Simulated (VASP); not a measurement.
The system is AlRu.

```
Ru Al
1.0
     2.99160    0.00000    0.00000
     0.00000    2.99160    0.00000
     0.00000    0.00000    2.99160
Ru Al
1 1
Direct
  0.50000 0.50000 0.50000
  0.00000 0.00000 0.00000
```

```yaml
Program: VASP 6.6.1
Task: relaxation of cell and atoms
Functional: AM05
Potentials_or_basis: VASP PAW PBE potentials, release 64 (Ru_pv, Al)
Cutoff: 600 eV
k_mesh: 9 × 9 × 9
Occupations: fermi-dirac, width 0.05 eV
Spin: no spin polarisation
```

At the start: pressure -3.9 GPa; volume 13.39 Å³/atom.

Task: Where does the relaxation end?

Result: Over 3 steps the energy falls by 3.1 meV/atom and the volume is 13.14 Å³/atom (-1.8 %); space group Pm-3m (No. 221, to 0.05 Å).

The path:
```csv
step,energy change (eV),largest force (eV/Å),pressure (GPa),volume (Å³)
1,0.0000,0.0000,-3.92,26.77
2,0.0098,0.0000,6.94,25.52
3,-0.0061,0.0000,-0.02,26.29
```

Final structure:
```cif
data_structure
_symmetry_space_group_name_H-M 'P 1'
_symmetry_Int_Tables_number 1
_cell_length_a 2.9733
_cell_length_b 2.9733
_cell_length_c 2.9733
_cell_angle_alpha 90.000
_cell_angle_beta 90.000
_cell_angle_gamma 90.000
_cell_volume 26.29
loop_
_atom_site_label
_atom_site_type_symbol
_atom_site_fract_x
_atom_site_fract_y
_atom_site_fract_z
_atom_site_occupancy
Ru1 Ru 0.50000 0.50000 0.50000 1
Al1 Al 0.00000 0.00000 0.00000 1
```

Caveat: the PAW data sets were made with another functional, which shifts forces and pressure a little.
